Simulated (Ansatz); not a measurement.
**What strain tensor (xx, yy, zz, yz, xz, xy) = (−1.56, −1.55, +0.16, −0.75, −0.58, −2.02) % does to GeTe**

The reference is GeTe (space group R3m, No. 160; layered).

```xyz
2
Lattice="2.0935 1.2087 3.6868 -2.0935 1.2087 3.6868 0.0000 -2.4174 3.6868" Properties=species:S:1:pos:R:3 pbc="T T T"
Ge     0.0000     0.0000     2.5643
Te     0.0000     0.0000     8.4961
```

Cartesian axes are those of the cell as printed.

It is then changed as follows: strain tensor (xx, yy, zz, yz, xz, xy) = (−1.56, −1.55, +0.16, −0.75, −0.58, −2.02) %, atoms relaxed at fixed cell.

The values are results of r2SCAN/PAW in Ansatz (an electronic-structure program), scalar-relativistic without spin-orbit coupling, not measurements. Settings: 10×10×10 k-points, 0.05 eV Fermi–Dirac smearing.

The volume per atom drops by 0.834 Å³, from 27.99 Å³ to 27.15 Å³ and the space group changes from R3m (No. 160) to P1 (No. 1). The energy grows by 10 meV/atom and the pressure (mean of the normal stresses, compression positive) goes from zero to 14.9 kbar. The band gap falls by 0.49 eV to 0.15 eV (uncertain: the edges found look like a band crossing or inverted bands; both cells) and the stress (xx, yy, zz, yz, xz, xy; compression positive) comes out as (1.58, 2.25, 0.64, 0.53, -0.37, 1.36) GPa.

Cost of the whole job for the changed cell (relaxation, final SCF and bands): very roughly 15 core-minutes.

Spin-orbit coupling, missing from the scalar runs, can matter with Te. Stability against distortions was not tested. No dispersion term is included, though the crystal is made of layers, chains or molecules, so its spacings can come out too wide. A zero or small gap of GeTe under strain tensor (xx, yy, zz, yz, xz, xy) = (−1.56, −1.55, +0.16, −0.75, −0.58, −2.02) % can be the functional's error rather than a property of the material.
